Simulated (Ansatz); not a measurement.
# GaSe: the band gap up the ladder of functionals

One table from this session's results is given with a row withheld; the runs are named, their logs left out.

The runs shown are made with Ansatz 0.2.0. PAW datasets, plane waves. Spin-unpolarised throughout; all numbers are computed.

### The system as given

The cell was relaxed beforehand with r2SCAN+rVV10.

It is hexagonal, P6_3/mmc (No. 194); a = 3.754 Å, c = 16.114 Å in the conventional setting, 24.58 Å³ an atom. Around Ga lie 1 Ga at 2.43 Å and 3 Se at 2.46 Å; around Se lie 3 Ga at 2.46 Å.

Structure file:

Space group P6_3/mmc (No. 194). a = 3.754 Å, b = 3.754 Å, c = 16.114 Å, α = 90.00°, β = 90.00°, γ = 120.00°
| atom | site | symmetry | x | y | z |
| --- | --- | --- | --- | --- | --- |
| Ga | 4f | 3m. | 0.3333 | 0.6667 | 0.1745 |
| Se | 4f | 3m. | 0.3333 | 0.6667 | 0.6027 |

Set-up of the first run:

The input, input.yaml:

```yaml
crystal:
  lattice:
    - [3.7538614087, 0.0, 0.0]
    - [-1.8769307043, 3.2509393422, 0.0]
    - [0.0, 0.0, 16.1141381679]
  atoms:
    - { symbol: Ga, position: [0.3333333333, 0.6666666667, 0.1745426764] }
    - { symbol: Ga, position: [0.6666666667, 0.3333333333, 0.6745426764] }
    - { symbol: Ga, position: [0.3333333333, 0.6666666667, 0.3254573236] }
    - { symbol: Ga, position: [0.6666666667, 0.3333333333, 0.8254573236] }
    - { symbol: Se, position: [0.3333333333, 0.6666666667, 0.6026786772] }
    - { symbol: Se, position: [0.6666666667, 0.3333333333, 0.1026786772] }
    - { symbol: Se, position: [0.3333333333, 0.6666666667, 0.8973213228] }
    - { symbol: Se, position: [0.6666666667, 0.3333333333, 0.3973213228] }
kpoints:
  mp_grid: { grid: [12, 12, 2] }
  band_path:
    path:
      - [[0.0, 0.0, 0.0], [0.5, -2.112322214872e-17, 0.0], [0.3333333333333, 0.3333333333333, 0.0], [0.0, 0.0, 0.0], [0.0, 0.0, 0.5], [0.5, -2.112322214872e-17, 0.5], [0.3333333333333, 0.3333333333333, 0.5], [0.0, 0.0, 0.5]]
      - [[0.5, -2.112322214872e-17, 0.5], [0.5, -2.112322214872e-17, 0.0]]
      - [[0.3333333333333, 0.3333333333333, 0.5], [0.3333333333333, 0.3333333333333, 0.0]]
    npoints: 10
hamiltonian:
  xc: pbe
scf:
  occupations: { method: fermi_dirac, width: 0.02 }
  n_extra_bands: 6
output:
  forces: true
  stress: true
  eigenvalues: true
```

On the command line:

```sh
> ansatz run input.yaml --threads 2 --pin off --max-ram 20275MiB --backend cpu --events-out ev --progress --plain --runs-dir out
```

Among the steps run: PBE band path; r2SCAN at the same geometry; HSE06 at the same geometry; PBE+SOC at the same geometry; PBE0 at the same geometry.

One table of the session follows, with a row left open; its other results are not shown here.

```
  level  gap (eV)
    PBE      0.99
 r2SCAN      1.50
  HSE06         ?
PBE+SOC      0.97
   PBE0      2.50
```

Q: Estimate the row for HSE06 from the others.

The run gave: gap (eV): 1.88. In the column «gap (eV)» it lies between r2SCAN (1.50) and PBE0 (2.50).

Meshes: PBE 12×12×2, r2SCAN 12×12×2, HSE06 6×6×2, PBE+SOC 12×12×2, PBE0 6×6×2

PBE reaches 53 % of the HSE06 value, and r2SCAN 79 %. PBE0 lies 0.62 eV above HSE06, which differs from it by screening the long-range exchange.

To keep in mind: Warnings in the runs' records: stress exchange threshold loose, stress scf threshold loose.
